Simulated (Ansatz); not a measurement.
# Fe (Im-3m) in Ansatz: further runs

One crystal, Fe, is run at these levels: RPBE+U, PBE+D4+U, r2SCAN+U; tasks: density of states, single point, projected density of states.

Everything below comes from runs of Ansatz 0.2.0. Logs are shortened: lines on timing, memory, paths and dates and some standing lists are left out, and cuts for length are marked.

**1. The crystal as given**

Symmetry: Im-3m, No. 229, cubic system. The conventional cell has a = 2.886 Å, b = 2.886 Å, c = 2.886 Å, α = 90.00°, β = 90.00°, γ = 90.00°. Fe (site symmetry m-3m) has 8 Fe at 2.50 Å as nearest neighbours.

**2. Density of states, RPBE+U, collinear spin, ferromagnetic start**

input.yaml reads:

```yaml
crystal:
  lattice: { a: 2.886, b: 2.886, c: 2.886, alpha: 90.0, beta: 90.0, gamma: 90.0 }
  space_group: 229
  reduce_to_primitive: true
  atoms:
    - { symbol: Fe, wyckoff: "2a", position: [0.0, 0.0, 0.0], spin: 3.0 }
hamiltonian:
  xc: rpbe
  pseudopotentials: { kind: paw }
  hubbard: { sites: [{ species: Fe, l: d, u_eff: 4.5 }] }
magnetization:
  spin_polarized: true
kpoints:
  mp_grid: { grid: [13, 13, 13] }
scf:
  occupations: { method: methfessel_paxton, width: 0.01 }
  n_extra_bands: 6
output:
  forces: true
  stress: true
  eigenvalues: true
  dos: { projected: false, de: 0.05, nscf_kmesh: { grid: [20, 20, 20] } }
```

Potentials or basis: Ansatz PAW.

Run with:

```sh
$ ansatz run input.yaml --threads 1 --pin off --max-ram 2560MiB --backend cpu --events-out ev --progress --plain --runs-dir out
```

Log:

```text
Warning: RAYON_NUM_THREADS=1 ignored (pool sized by the plan → 1); use --threads N
crystal.space_group: 229 is read as Im-3m: the typed cell holds Fe2 (Fe 2a). Least distances (Å): Fe–Fe 2.499
Fe: projections on atomic orbitals take those of the free atom [Ne] 3s2 3p6 3d6 4s2, of charge +0.00 (hamiltonian.pseudopotentials.projection_atoms); the dataset's partial waves leave at most 1.1e-6 of an orbital's norm unspanned inside its sphere
scf.n_extra_bands = 6 over 8 filled bands (N_el = 16.0): the run solves 14 bands
Engine: ansatz 0.2.0, aarch64-unknown-linux-gnu
Pseudopotentials: kind: paw
Pseudopotential: Fe, paw, valence charge 16, recommended cutoff 420 eV (normal), Fe.paw.azcp
Functional definition: RPBE
  parameter kappa = 0.804
  parameter beta = 0.06672455060314922
  exchange = rpbe_x(kappa = kappa, mu = beta*pi^2/3)
  correlation = pbe_c(beta = beta)
Crystal: 1 atoms, lattice volume = 12.019 Å³
Basis set: ecut = 420 eV, 225 PW (Γ), exchange–correlation on 36×36×36 points (8 copies of the dense FFT grid, shifted against one another)
Bands: 14, of which v1, the nominal top of the filled ones, is band 8 counted from 1 (7 counted from 0)
Symmetry: 48 space group operations
Space group: Im-3m (ITA 229), of the structure as read, at distance tolerance 2.3e-5 Å
Magnetic group: BNS 229.140 (UNI 1642), of the structure as read, at distance tolerance 2.3e-5 Å
k-points: 84 of 2197
Non-local potential: Fe, projectors of the file, l = 0: 3, l = 1: 2, l = 2: 3, l = 3: 1
PAW form: soft (Blöchl's): semilocal exchange-correlation on the pseudo side does not see the compensation charge
PAW frozen core: Fe, regenerated for the run's functional, and the local potential with it (the file was generated under x = pbe(κ = 0.804, μ = 0.2195149727645171), c = pbe(β = 0.06672455060314922))
PAW one-centre angular grid: Fe, 590 points (default); XC on 64 Gauss nodes
Initial density: superposition of atomic densities (chi_scale 0.1, normalization cell)
Starting moments: Σ|m| = 3 μB on 1 of 1 site
Initial wavefunctions: pseudopotential atomic-orbital guess
Functional: x = rpbe, c = pbe(β = 0.06672455060314922)
iter 1 solved again at ethr=1.03e-3 eV; its pass at ethr=3.10e-3 eV (dr2=1.65e-1 eV) is discarded
SCF iter   1: F=—  HF=-4482.041094 eV  |F-HF|=—  |Δ(HF+E_count)|=         —  Δρ=7.54e-2 (↑3.14e-2 ↓7.54e-2)  dr2=1.65e-1  dr2_m=3.11e-1  M=2.980 μB ∫|m|=3.079 μB  β_m=1.00  ethr=1.03e-3  ⟨swp⟩=1.0  Hψ=15039  notcnv=0
preconditioner: auto → none  [metal: Δε(μ)=0.002 eV  Ē_g=15.457 eV  σ=0.010 eV  W_gap=0.12  n_scr=0 (ndim 8)  ℏωp=30.3 eV  f_vac=0.000  D(μ)=2.43/eV (n_scr^D=42)]
SCF iter   2: F=—  HF=-4482.149093 eV  |F-HF|=—  |Δ(HF+E_count)|=   1.08e-1  Δρ=1.34e-2 (↑1.03e-2 ↓1.34e-2)  dr2=4.74e-3  dr2_m=1.20e-2  M=2.928 μB ∫|m|=3.130 μB  β_m=1.00  ethr=1.03e-3  ⟨swp⟩=2.5  Hψ=4083  notcnv=0
SCF iter   3: F=—  HF=-4482.206904 eV  |F-HF|=—  |Δ(HF+E_count)|=   5.78e-2  Δρ=7.22e-3 (↑4.14e-3 ↓7.22e-3)  dr2=3.22e-3  dr2_m=1.47e-3  M=2.928 μB ∫|m|=3.158 μB  β_m=1.00  ethr=2.96e-5  ⟨swp⟩=2.5  Hψ=5391  notcnv=0  defer=42
SCF iter   4: F=—  HF=-4482.242967 eV  |F-HF|=—  |Δ(HF+E_count)|=   3.61e-2  Δρ=2.13e-3 (↑8.11e-4 ↓2.13e-3)  dr2=1.11e-4  dr2_m=1.80e-4  M=2.928 μB ∫|m|=3.167 μB  β_m=1.00  ethr=2.01e-5  ⟨swp⟩=2.6  Hψ=4969  notcnv=0  defer=42
SCF iter   5: F=—  HF=-4482.269118 eV  |F-HF|=—  |Δ(HF+E_count)|=   2.62e-2  Δρ=2.46e-3 (↑2.46e-3 ↓2.45e-3)  dr2=1.28e-3  dr2_m=9.26e-5  M=2.928 μB ∫|m|=3.167 μB  β_m=0.30  ethr=6.91e-7  ⟨swp⟩=2.1  Hψ=4642  notcnv=0  defer=42
Mixer restart at iter 5: flushing history
spin-set hold released at iteration 5 (site moments contracting): the magnetisation degrees of freedom join the quasi-Newton model from the next iteration; the mixer history was flushed
SCF iter   6: F=—  HF=-4482.285007 eV  |F-HF|=—  |Δ(HF+E_count)|=   1.59e-2  Δρ=2.62e-3 (↑1.14e-3 ↓2.62e-3)  dr2=2.83e-4  dr2_m=1.74e-4  M=2.928 μB ∫|m|=3.169 μB  β_m=0.65  ethr=6.91e-7  ⟨swp⟩=2.2  Hψ=4742  notcnv=0  defer=44
SCF iter   7: F=—  HF=-4482.311544 eV  |F-HF|=—  |Δ(HF+E_count)|=   2.65e-2  Δρ=6.76e-3 (↑4.10e-3 ↓6.76e-3)  dr2=7.76e-3  dr2_m=5.06e-4  M=2.921 μB ∫|m|=3.156 μB  β_m=0.61  ethr=6.91e-7  ⟨swp⟩=2.8  Hψ=5452  notcnv=0  defer=47
SCF iter   8: F=—  HF=-4482.312652 eV  |F-HF|=—  |Δ(HF+E_count)|=   1.11e-3  Δρ=2.99e-3 (↑1.86e-3 ↓2.99e-3)  dr2=3.99e-4  dr2_m=3.79e-4  M=2.915 μB ∫|m|=3.160 μB  β_m=0.80  ethr=6.91e-7  ⟨swp⟩=3.0  Hψ=5718  notcnv=0  defer=123
SCF iter   9: F=—  HF=-4482.320245 eV  |F-HF|=—  |Δ(HF+E_count)|=         —  Δρ=7.94e-3 (↑3.24e-3 ↓7.94e-3)  dr2=2.70e-3  dr2_m=3.24e-3  M=2.845 μB ∫|m|=3.101 μB  β_m=0.80  ethr=6.91e-7  ⟨swp⟩=2.5  Hψ=4724  notcnv=0  defer=129
[... 56 lines left out ...]
SCF iter   3: F=—  HF=-4482.474932 eV  |F-HF|=—  |Δ(HF+E_count)|=   1.95e-3  Δρ=1.52e-3 (↑5.51e-4 ↓1.52e-3)  dr2=2.29e-4  dr2_m=4.01e-5  M=2.898 μB ∫|m|=2.967 μB  ethr=6.25e-6  ⟨swp⟩=1.0  Hψ=30885  notcnv=0
SCF iter   4: F=—  HF=-4482.474992 eV  |F-HF|=—  |Δ(HF+E_count)|=   6.00e-5  Δρ=5.24e-5 (↑5.24e-5 ↓3.21e-5)  dr2=5.52e-7  dr2_m=2.58e-8  M=2.898 μB ∫|m|=2.963 μB  ethr=2.78e-6  ⟨swp⟩=1.0  Hψ=21952  notcnv=0
SCF iter   5: F=-4482.474992 eV  HF=-4482.474992 eV  |F-HF|=2.88e-9  |Δ(HF+E_count)|=   4.62e-8  Δρ=3.90e-6 (↑3.90e-6 ↓2.81e-6)  dr2=2.24e-9  dr2_m=1.12e-10  M=2.898 μB ∫|m|=2.964 μB  ethr=6.25e-10  ⟨swp⟩=1.5  Hψ=22766  notcnv=0
SCF iter   6: F=-4482.474992 eV  HF=-4482.474992 eV  |F-HF|=2.92e-9  |Δ(HF+E_count)|=  1.19e-10  Δρ=3.88e-6 (↑3.88e-6 ↓2.93e-6)  dr2=2.29e-9  dr2_m=1.06e-10  M=2.898 μB ∫|m|=2.964 μB  ethr=1.40e-11  ⟨swp⟩=1.1  Hψ=31656  notcnv=0
SCF 6 converged in 6 iterations: F = -4482.474992 eV  dr2 = 2.29e-9
iter 1 solved again at ethr=8.17e-8 eV; its pass at ethr=3.10e-3 eV (dr2=1.31e-5 eV) is discarded
SCF iter   1: F=—  HF=-4482.463647 eV  |F-HF|=—  |Δ(HF+E_count)|=         —  Δρ=9.51e-4 (↑9.24e-4 ↓9.51e-4)  dr2=1.31e-5  dr2_m=8.83e-5  M=2.909 μB ∫|m|=2.971 μB  β_m=0.30  ethr=8.17e-8  ⟨swp⟩=1.1  Hψ=54851  notcnv=0
preconditioner: auto → none  [metal: Δε(μ)=0.006 eV  Ē_g=16.038 eV  σ=0.010 eV  W_gap=0.45  n_scr=0 (ndim 8)  ℏωp=30.3 eV  f_vac=0.000  D(μ)=0.56/eV (n_scr^D=0)]
SCF iter   2: F=—  HF=-4482.463694 eV  |F-HF|=—  |Δ(HF+E_count)|=   4.75e-5  S|Δr|=    0.00e0  Δρ=7.26e-4 (↑6.01e-4 ↓7.26e-4)  dr2=5.69e-6  dr2_m=4.43e-5  M=2.909 μB ∫|m|=2.971 μB  β_m=0.65  ethr=8.17e-8  ⟨swp⟩=1.0  Hψ=9604  notcnv=0
SCF iter   3: F=—  HF=-4482.463774 eV  |F-HF|=—  |Δ(HF+E_count)|=   7.92e-5  S|Δr|=    0.00e0  Δρ=2.59e-4 (↑2.49e-4 ↓2.59e-4)  dr2=1.45e-5  dr2_m=1.15e-6  M=2.909 μB ∫|m|=2.971 μB  β_m=0.59  ethr=3.56e-8  ⟨swp⟩=2.0  Hψ=15906  notcnv=0
SCF iter   4: F=—  HF=-4482.463774 eV  |F-HF|=—  |Δ(HF+E_count)|=   5.79e-7  S|Δr|=    0.00e0  Δρ=1.65e-4 (↑8.73e-5 ↓1.65e-4)  dr2=1.78e-6  dr2_m=8.94e-7  M=2.909 μB ∫|m|=2.971 μB  β_m=0.80  ethr=3.56e-8  ⟨swp⟩=2.0  Hψ=15913  notcnv=0
SCF iter   5: F=—  HF=-4482.463782 eV  |F-HF|=—  |Δ(HF+E_count)|=   8.23e-6  S|Δr|=    0.00e0  Δρ=6.85e-5 (↑6.28e-6 ↓6.85e-5)  dr2=1.25e-7  dr2_m=1.45e-7  M=2.909 μB ∫|m|=2.971 μB  β_m=0.90  ethr=1.11e-8  ⟨swp⟩=2.0  Hψ=14518  notcnv=0
SCF iter   6: F=-4482.463784 eV  HF=-4482.463784 eV  |F-HF|=4.47e-8  |Δ(HF+E_count)|=   1.32e-6  S|Δr|=    0.00e0  Δρ=2.43e-5 (↑4.85e-6 ↓2.43e-5)  dr2=2.09e-8  dr2_m=2.02e-8  M=2.909 μB ∫|m|=2.971 μB  ethr=6.25e-10  ⟨swp⟩=5.0  Hψ=44147  notcnv=0
SCF 7 converged in 6 iterations: F = -4482.463784 eV  dr2 = 2.09e-8
iter 1 solved again at ethr=4.27e-9 eV; its pass at ethr=3.10e-3 eV (dr2=6.83e-7 eV) is discarded
SCF iter   1: F=—  HF=-4482.474992 eV  |F-HF|=—  |Δ(HF+E_count)|=         —  Δρ=3.83e-6 (↑3.83e-6 ↓2.89e-6)  dr2=2.19e-9  dr2_m=1.09e-10  M=2.898 μB ∫|m|=2.964 μB  β_m=0.30  ethr=4.27e-9  ⟨swp⟩=3.0  Hψ=74604  notcnv=0
preconditioner: auto → none  [metal: Δε(μ)=0.002 eV  Ē_g=16.043 eV  σ=0.100 eV  W_gap=0.00  n_scr=0 (ndim 8)  ℏωp=30.3 eV  f_vac=0.000  D(μ)=0.68/eV (n_scr^D=12)]
SCF iter   2: F=-4482.474992 eV  HF=-4482.474992 eV  |F-HF|=1.20e-10  |Δ(HF+E_count)|=  5.09e-10  Δρ=1.28e-6 (↑9.92e-7 ↓1.28e-6)  dr2=2.61e-10  dr2_m=5.79e-11  M=2.898 μB ∫|m|=2.964 μB  ethr=1.37e-11  ⟨swp⟩=2.6  Hψ=19494  notcnv=0
SCF 8 converged in 2 iterations: F = -4482.474992 eV  dr2 = 2.61e-10
this state was not tested for a lower state beside it, because cold or Methfessel-Paxton smearing, or corrected tetrahedra, fill the levels in a way that the test cannot read (fill_not_monotonic; see scf.lower_state_search)
NSCF: frozen V_eff on 1166 k-points
SCF converged after 6 iterations
Magnetization: 2.9094 μB (9.4547 up, 6.5453 down)
Absolute magnetization: 2.9711 μB (∫|ρ↑−ρ↓|, with the PAW one-centre terms)
Spin contamination: 0.0856 ħ² per cell (⟨S²⟩ above its minimum at these occupations)
Per-site moments (μB) at R_I (Å): [(2.895890161345188, 1.0309815925702797)]
Free energy (F): -4482.463784 eV
Harris-Foulkes:  -4482.463784 eV  (|F-HF|=4.47e-8)
Internal energy: -4482.463781 eV  (E = F + TS)
E sigma→0 (E₀):  -4482.463783 eV
Entropy (-TS):   -0.000003 eV (-0.003 meV/atom)
Fermi energy:    17.967270 eV
--- Per-component energies (eV) ---
  E_band       = -230.762926
  E_kinetic    = 349.408053
  E_local      = -2145.888590  (includes V_loc(G=0)·N_el)
  E_nonlocal   = 225.246340
  E_hartree    = 903.871257
  E_xc         = -117.106636
  E_vxc        = -150.452979  (∫ρ·V_xc dr)
  E_hubbard    = 1.831246  (on-site DFT+U / exact-exchange correction)
  E_vhub       = -11.536043  (the Hubbard potential's part of the band-sum identity)
  E_paw        = -1375.568276  (= ΣΔE_a)
  E_vpaw       = -305.276868  (= ΣTr[D̂ρ^β])
  E_aug_tail   = 0.000907  (compensation charges beyond the density's cutoff)
  E_ewald      = -2324.209962
  E_core_change = -0.048119  (= ΣΔE_core)
  E_smearing   = -0.000003  (= −TS)
  E_closure    = -0.000000  (closes the sum)
  Σ components = -4482.463784   (vs F -4482.463784, Δ=0.00e0)
--- Forces (eV/Å), atoms counted from 1 ---
  atom   1  Fe     0.00000000     0.00000000     0.00000000
  max |Σ_I F_I| component: 4.93e-32 eV/Å
--- Stress (GPa, compression-positive) ---
       37.660985       8.095752       0.000000
        8.095752      37.660985       0.000000
        0.000000      -0.000000      25.295051
  P = ⅓ Tr σ = 33.5390 GPa (335.390 kbar)
--- Band table (eV; the first three rows and the last of 686) ---
  k-point 0 ↑: bands = ["-70.3411", "-36.3457", "-36.0400", "-36.0321", "9.1145", "12.8536", "13.5120", "13.5369", "14.4356", "14.4527", "41.0936", "41.1319", "41.1423", "46.1838"]
  k-point 1 ↑: bands = ["-70.3374", "-36.3526", "-36.0606", "-36.0321", "9.3502", "12.9768", "13.4724", "13.5427", "14.3502", "14.4407", "39.7619", "40.8236", "40.9861", "45.4089"]
  k-point 2 ↑: bands = ["-70.3276", "-36.3718", "-36.1174", "-36.0320", "10.0136", "13.2965", "13.3288", "13.6108", "14.1298", "14.4580", "36.8349", "39.6594", "40.7424", "43.0521"]
  k-point 342 ↓: bands = ["-66.8255", "-33.1157", "-33.0247", "-33.0203", "15.8465", "16.9184", "19.4422", "20.2505", "22.9731", "26.7005", "27.5958", "27.6569", "34.0073", "34.5326"]
Occupation matrices written to <dir>
```

Run time: 89 s. Hardware: 1 thread of Arm Neoverse V1, shared host; peak memory 0.65 GiB.

The run converged, but a check on its numbers failed (symmetry, net force, bounds or a known fault of this set-up), so they aren't taken as properties of the crystal.

Caveat: the magnetic or orbital state may not be the lowest; the result breaks the symmetry of the cell; a pressure of tens of GPa on the cell as given is suspect, and the run, the potentials or the cell itself is likely at fault; the PAW data sets come from PBE, with cores solved anew for the run's functional, which leaves a small shift of forces and pressure; the U is typed as a test and isn't derived for this compound.

**3. Single point, PBE+D4+U, collinear spin, ferromagnetic start**

input.yaml reads:

```yaml
crystal:
  lattice:
    - [-1.443, 1.443, 1.443]
    - [1.443, -1.443, 1.443]
    - [1.443, 1.443, -1.443]
  atoms:
    - { symbol: Fe, spin: 3.0, position_ang: [0.0, 0.0, 0.0] }
hamiltonian:
  xc: pbe
  pseudopotentials: { kind: paw }
  dispersion: d4
  hubbard: { sites: [{ species: Fe, l: d, u_eff: 3.0 }], projectors: atomic }
magnetization:
  spin_polarized: true
kpoints:
  mp_grid: { grid: [13, 13, 13] }
scf:
  occupations: { method: methfessel_paxton, width: 0.1 }
output:
  forces: true
  stress: true
  eigenvalues: true
```

Potentials or basis: Ansatz PAW.

Run with:

```sh
$ ansatz run input.yaml --threads 1 --pin off --max-ram 2560MiB --backend cpu --events-out ev --progress --plain --runs-dir out
```

Wall time 5 s (1 thread of Arm Neoverse V1, shared host); peak memory 0.29 GiB.

It converged, with:

```yaml
Free_energy: -4478.7768 eV
Pressure: -1.0 GPa
Band_gap_on_the_k_mesh: none (metal or under the smearing width)
Net_moment: 2.65 μB per cell
Absolute_moment: 2.88 μB per cell
Site_moments: Fe +2.75 μB
```

Levels at points of the mesh, in eV from the Fermi level:
Spin up:
```csv
k point,band 5,band 6,band 7,band 8,band 9,band 10,band 11,band 12,band 13,band 14
"(0.00, 0.00, 0.00)",-8.13,-3.57,-3.57,-3.57,-2.40,-2.40,23.97,23.97,23.97,29.06
```
Spin down:
| k point | band 3 | band 4 | band 5 | band 6 | band 7 | band 8 | band 9 | band 10 | band 11 | band 12 |
| --- | --- | --- | --- | --- | --- | --- | --- | --- | --- | --- |
| (0.00, 0.00, 0.00) | -50.58 | -50.58 | -8.07 | 0.21 | 0.21 | 0.21 | 2.78 | 2.78 | 23.55 | 23.55 |

Eigenvalues of the final occupation matrices:
| site | spin | trace | eigenvalues |
| --- | --- | --- | --- |
| site 1 | 1 | 4.89 | 0.97 0.97 0.97 0.98 0.98 |
| site 1 | 2 | 2.16 | 0.30 0.30 0.52 0.52 0.52 |

Caveat: the magnetic or orbital state may not be the lowest; pairwise dispersion overbinds metals, which lowers pressure and volume; the U is typed as a test and isn't derived for this compound. The state reached can hang on the start; a lower one may exist.

**4. Projected density of states, r2SCAN+U, collinear spin, program default start (volume scaled by 0.96)**

input.yaml reads:

```yaml
crystal:
  lattice:
    - [-1.4234976093, 1.4234976093, 1.4234976093]
    - [1.4234976093, -1.4234976093, 1.4234976093]
    - [1.4234976093, 1.4234976093, -1.4234976093]
  atoms:
    - { symbol: Fe, position: [0.0, 0.0, 0.0] }
hamiltonian:
  xc: r2scan
  pseudopotentials: { kind: paw, partial_waves: polarizable }
  hubbard:
    sites: [{ species: Fe, l: d, u_eff: 2.0 }]
    projectors: all-electron-atomic
    double_counting: fll
magnetization:
  spin_polarized: true
kpoints:
  mp_grid: { grid: [13, 13, 13] }
scf:
  occupations: { method: cold, width: 0.1 }
  n_extra_bands: 6
output:
  forces: true
  stress: true
  eigenvalues: true
  dos: { projected: true, de: 0.05, nscf_kmesh: { grid: [20, 20, 20] } }
```

Potentials or basis: Ansatz PAW polarizable.

Run with:

```sh
$ ansatz run input.yaml --threads 1 --pin off --max-ram 2560MiB --backend cpu --events-out ev --progress --plain --runs-dir out
```

Run time: 12 s. Hardware: 1 thread of Arm Neoverse V1, shared host; peak memory 0.36 GiB.

Results (log left out):

| Quantity | Value |
| --- | --- |
| Free energy | -4484.5991 eV |
| Pressure | 7.7 GPa |
| Band gap on the k mesh | none (metal or under the smearing width) |
| Net moment | 2.65 μB per cell |
| Absolute moment | 3.05 μB per cell |
| Site moments | Fe +2.84 μB |
| Density of states at the Fermi level | 0.74 states/eV per cell |

Levels at points of the mesh, in eV from the Fermi level:
Spin up:
```tsv
k point	band 5	band 6	band 7	band 8	band 9	band 10	band 11	band 12	band 13	band 14
(0.00, 0.00, 0.00)	-8.62	-3.97	-3.97	-3.97	-2.72	-2.72	25.16	25.16	25.16	30.64
```
Spin down:
```csv
k point,band 4,band 5,band 6,band 7,band 8,band 9,band 10,band 11
"(0.00, 0.00, 0.00)",-52.12,-9.42,0.37,0.37,0.37,3.19,3.19,24.77
```

States per cell in windows of 1 eV (zero at the Fermi level; states under -8 eV left out):
```csv
from (eV),up,down,Fe 3d up,Fe 3d down,Fe 4s up,Fe 4s down
-8.0,0.04,0.05,0.00,0.00,0.04,0.04
-7.0,0.33,0.07,0.23,0.00,0.10,0.06
-6.0,0.82,0.09,0.73,0.01,0.08,0.07
-5.0,1.11,0.13,1.07,0.03,0.02,0.09
-4.0,0.76,0.24,0.70,0.13,0.04,0.10
-3.0,1.60,0.32,1.57,0.23,0.02,0.07
-2.0,0.57,0.69,0.52,0.60,0.04,0.01
-1.0,0.10,1.03,0.05,0.88,0.05,0.03
0.0,0.12,0.32,0.03,0.32,0.06,0.00
1.0,0.12,0.34,0.02,0.33,0.06,0.00
2.0,0.11,0.88,0.02,0.87,0.05,0.00
3.0,0.10,1.20,0.01,1.17,0.04,0.02
4.0,0.08,0.24,0.01,0.16,0.03,0.05
5.0,0.06,0.16,0.00,0.07,0.02,0.04
6.0,0.04,0.11,0.00,0.04,0.01,0.02
7.0,0.16,0.07,0.01,0.01,0.09,0.01
```

Eigenvalues of the final occupation matrices:
```tsv
site	spin	trace	eigenvalues
site 1	1	4.91	0.98 0.98 0.98 0.99 0.99
site 1	2	2.18	0.32 0.32 0.51 0.51 0.51
```

Caveat: the magnetic or orbital state may not be the lowest; the PAW data sets come from PBE, with cores solved anew for the run's functional, which leaves a small shift of forces and pressure; the U is typed as a test and isn't derived for this compound. The state reached can hang on the start; a lower one may exist.

**5. For comparison**

An earlier run on the cell as given: functional PBE; potentials or basis Ansatz PAW; cutoff 420 eV (not typed: the program's choice for these potentials); k mesh 13 × 13 × 13; occupations fermi-dirac, width 0.05 eV; collinear spin, ferromagnetic start; starting moments [3.0] μB.

* Pressure: -9.5 GPa
* Band gap on the k mesh: none (metal or under the smearing width)
* Net moment: 2.25 μB per cell
* Absolute moment: 2.39 μB per cell
* Site moments: Fe +2.31 μB

**6. The runs side by side**

```csv
task,level,potentials or basis,spin,U,cell,cutoff (eV),smearing,hubbard projectors,double counting,gap on the mesh (eV),pressure (GPa),moment (μB)
single point,PBE+D4+U,Ansatz PAW,"collinear, ferromagnetic start",Fe d U = 3 eV,as given,420,methfessel-paxton 0.1 eV,atomic,fll (the default),none,-1.0,2.65
projected density of states,r2SCAN+U,Ansatz PAW polarizable,"collinear, program default start",Fe d U = 2 eV,volume scaled by 0.96,500,cold 0.1 eV,all-electron-atomic,fll,none,7.7,2.65
single point,PBE,Ansatz PAW,"collinear, ferromagnetic start",-,as given,420,fermi-dirac 0.05 eV,-,-,none,-9.5,2.25
```

Alike in all rows: k mesh 13 × 13 × 13.

Caveats: the magnetic or orbital state may not be the lowest (some runs); the U is typed as a test and isn't derived for this compound (some runs); pairwise dispersion overbinds metals, which lowers pressure and volume (some runs); the PAW data sets come from PBE, with cores solved anew for the run's functional, which leaves a small shift of forces and pressure (some runs).

Absolute energies hang on the potentials; compare differences alone.
